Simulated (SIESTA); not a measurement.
**Ir under changes of volume**

One of the cells (14.340 Å³/atom); the others are scaled copies at fixed shape and fractional positions:

```
Ir
1.0
     0.00000    1.92829    1.92829
     1.92829    0.00000    1.92829
     1.92829    1.92829    0.00000
Ir
1
Direct
  0.00000 0.00000 0.00000
```

| Item | Value |
| --- | --- |
| Program | SIESTA 5.4.2 |
| Functional | PBE |
| Potentials or basis | PseudoDojo 0.4 standard (PBE files) |
| Basis | DZP (energy shift 0.003 Ry; two zetas on semicore shells) |
| Grid cutoff | 800 Ry |
| Energy shift | 0.003 Ry |
| k mesh | 12 × 12 × 12 |
| Occupations | fermi-dirac, width 0.05 eV |
| Spin | no spin polarisation |

```csv
volume (Å³/atom),energy over the lowest point (meV/atom),pressure (GPa)
13.215,174.70,45.2
13.496,105.62,33.8
13.778,?,?
14.340,5.14,6.7
14.621,0.00,-0.8
14.902,7.20,-6.9
```

Problem. What does the run at 13.778 Å³/atom give?

Solution. Energy over the lowest point 55.96 meV/atom; pressure 23.2 GPa.

Worked out: A Birch-Murnaghan fit of order 3 (a polynomial in V^(-2/3)) to the other rows has its minimum at 14.59 Å³/atom with B0 = V·E''(V) = 349 GPa and B' = 5.5. It gives 55.72 meV/atom at 13.778 Å³/atom, against the run's 55.96, and -dE/dV = 23.3 GPa, against 23.2.

Energies are extrapolated to zero smearing.

Caveats: short orbitals over semicore shells can move pressures by several GPa; the basis of atomic orbitals isn't converged, which shifts pressures, moduli and gaps.
